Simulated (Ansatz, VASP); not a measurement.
# Na in VASP and in Ansatz

```
Na
1.0
     3.13619    0.00000    0.00000
    -1.56810    2.71602    0.00000
     0.00000    0.00000   10.32338
Na
4
Direct
  0.00000 0.00000 0.00000
  0.33333 0.66667 0.25000
  0.00000 0.00000 0.50000
  0.66667 0.33333 0.75000
```

Alike in both runs: functional PBEsol; k mesh 7 × 7 × 2; no spin polarisation.

Ansatz relaxed the structure, and its values are those at the end. VASP's run is a single point on that final structure, the one shown.

|  | VASP | Ansatz |
| --- | --- | --- |
| version | VASP 6.6.1 | Ansatz 0.2.0 |
| potentials or method | VASP PAW PBE potentials, release 64 (Na_pv) | plane waves, PAW |
| plane-wave cutoff (eV) | 520 | 420 |
| occupations | methfessel-paxton of order 1, width 0.1 eV | cold, width 0.1 eV |
| valence electrons in the cell | 28 | 36 |

```csv
,VASP,Ansatz,Ansatz less VASP
pressure (GPa),10.1,10.0,-0.05
```

The two sets of potentials don't hold the same shells in valence.

Caveats: the PAW data sets were made with another functional, which shifts forces and pressure a little (VASP).
